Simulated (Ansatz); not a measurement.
The system is Si.

```xyz
1
Lattice="-1.6239 1.6688 1.3067 1.6419 -1.6444 1.2987 1.6105 1.6310 -1.2766" Properties=species:S:1:pos:R:3 pbc="T T T"
Si   -0.0290    0.0011    0.0136
```

The cell isn't the ideal one: cell strained at random at fixed volume.

```yaml
Program: Ansatz 0.2.0
Task: relaxation of cell and atoms
Functional: PBE
Dispersion: D3(BJ)
Potentials_or_basis: all-electron LAPW, scalar-relativistic
Basis_error_allowed: 0.001 eV/atom
k_mesh: 13 × 13 × 13
Occupations: gaussian, width 0.05 eV
Spin: no spin polarisation
```

At the start: volume 13.98 Å³/atom.

Where does the relaxation end?

Over 10 steps the energy falls by 13.1 meV/atom and the volume is 13.90 Å³/atom (-0.5 %); space group C2/m (No. 12, to 0.05 Å).

The path:
```tsv
step	energy change (eV)	largest force (eV/Å)	volume (Å³)
1	0.0000	0.0000	13.98
2	-0.0030	0.0000	13.86
3	-0.0049	0.0000	13.77
4	-0.0055	0.0000	13.50
5	-0.0128	0.0000	13.95
6	-0.0131	0.0000	13.91
7	-0.0131	0.0000	13.90
8	-0.0131	0.0000	13.90
9	-0.0131	0.0000	13.90
10	-0.0131	0.0000	13.90
```

Final structure:
```
Si
1.0
    -1.64887    1.72322    1.37925
     1.64952   -1.57191    1.18794
     1.64824    1.57258   -1.18885
Si
1
Direct
  0.00557 0.99635 0.99132
```

Caveat: pairwise dispersion overbinds metals, which lowers pressure and volume.
